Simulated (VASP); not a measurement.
S: relaxation of cell and atoms with PBE+D3(BJ)

The system is S.

```
S
1.0
     7.84837    0.00000    0.00000
    -3.92419    6.79689    0.00000
     0.00000    0.00000    4.37185
S
9
Cartesian
  0.4217 0.7305 2.1859
  0.8226 4.6884 3.2072
  3.6490 3.0566 1.1647
  7.0049 0.0000 0.7286
  -0.2752 3.7403 0.2926
  -0.5474 5.1651 1.7499
  3.3768 1.6318 4.0792
  4.7468 2.1085 2.6220
  -3.5025 6.0664 3.6432
```

This isn't the form of S at room conditions, which is orthorhombic, of S8 rings.

```json
{
  "Program": "VASP 6.6.1",
  "Task": "relaxation of cell and atoms",
  "Functional": "PBE",
  "Dispersion": "D3(BJ)",
  "Potentials or basis": "VASP PAW PBE potentials, release 64 (S)",
  "Cutoff": "600 eV",
  "k mesh": "6 × 6 × 6",
  "Occupations": "gaussian, width 0.02 eV",
  "Spin": "no spin polarisation",
  "Further INCAR settings": "ALGO = Normal; EDIFF = 1e-07; IBRION = 2; EDIFFG = -0.005; NSW = 90; ISIF = 3"
}
```

```yaml
Relaxed_volume: 23.39 Å³/atom
Relaxed_cell: a = 7.457 Å, b = 7.457 Å, c = 4.370 Å, α = 90.00°, β = 90.00°, γ = 120.00°
Space_group_after_relaxing_to_0.05_Å: P3_221 (No. 154)
Energy_gained_by_relaxing: 8.5 meV/atom
Ionic_steps: 19
Pressure_after_relaxing: 0.0 GPa
Largest_force_after_relaxing: 0.005 eV/Å
Band_gap_on_the_k_mesh: 1.89 eV, indirect (least direct gap 2.03 eV)
Dispersion_energy_per_atom: -0.251 eV
```

Forces in eV/Å, atoms in the order of the input:
```
S   -0.001 -0.002  0.000
S    0.004 -0.003  0.000
S   -0.005  0.002  0.000
S    0.003  0.000  0.000
S   -0.005 -0.002  0.000
S    0.001  0.005  0.000
S    0.001 -0.005  0.000
S    0.004  0.003  0.000
S   -0.001  0.002  0.000
```

Step by step:
```csv
step,energy change (eV),largest force (eV/Å),pressure (GPa),volume (Å³)
1,0.0000,0.2314,-0.03,233.21
2,-0.0093,0.0856,-0.97,233.06
3,-0.0100,0.0230,-0.78,233.09
4,-0.0226,0.0274,-0.69,230.36
5,-0.0516,0.0352,-0.34,222.28
6,-0.0593,0.0295,0.67,206.66
7,-0.0654,0.0257,0.19,213.39
8,-0.0751,0.1051,-0.22,210.38
9,-0.0751,0.1024,-0.21,210.44
10,-0.0733,0.1244,0.46,208.21
11,-0.0763,0.0204,0.05,209.57
12,-0.0764,0.0138,0.00,209.76
13,-0.0764,0.0111,0.01,209.73
14,-0.0764,0.0045,0.03,209.81
15,-0.0764,0.0061,0.03,209.84
16,-0.0765,0.0052,0.02,209.95
17,-0.0765,0.0100,-0.02,210.22
18,-0.0765,0.0082,-0.02,210.28
19,-0.0765,0.0050,-0.01,210.47
```

Final structure:
```yaml
crystal:
  lattice:
    - [7.45722, 0.00000, 0.00000]
    - [-3.72861, 6.45814, 0.00000]
    - [0.00000, 0.00000, 4.37021]
  atoms:
    - { symbol: S, position: [0.11451, 0.11451, 0.50000] }
    - { symbol: S, position: [0.45645, 0.69014, 0.73362] }
    - { symbol: S, position: [0.69014, 0.45645, 0.26638] }
    - { symbol: S, position: [0.88549, 0.00000, 0.16667] }
    - { symbol: S, position: [0.23369, 0.54355, 0.06695] }
    - { symbol: S, position: [0.30986, 0.76631, 0.40028] }
    - { symbol: S, position: [0.54355, 0.23369, 0.93305] }
    - { symbol: S, position: [0.76631, 0.30986, 0.59972] }
    - { symbol: S, position: [0.00000, 0.88549, 0.83333] }
```

Levels at points of the mesh, in eV from the valence-band top:
```csv
k point,band 23,band 24,band 25,band 26,band 27,band 28,band 29,band 30,band 31,band 32
"(0.00, 0.00, 0.00)",-2.10,-2.10,-0.89,-0.76,-0.33,3.45,3.45,3.48,3.55,3.55
"(0.50, 0.00, 0.00)",-2.15,-1.85,-0.75,-0.60,-0.60,2.68,2.97,3.34,3.62,3.73
"(0.00, 0.00, 0.50)",-0.62,-0.61,-0.61,-0.21,-0.21,2.17,2.24,2.36,2.41,2.41
"(0.50, 0.00, 0.50)",-0.85,-0.81,-0.52,-0.46,-0.14,1.89,2.36,2.39,2.75,2.86
```

It took 53 min on 1 thread of Intel(R) Xeon(R) Platinum 8488C (Sapphire Rapids), on a shared host, peak memory 0.53 GiB.

A k mesh can miss the band edges.
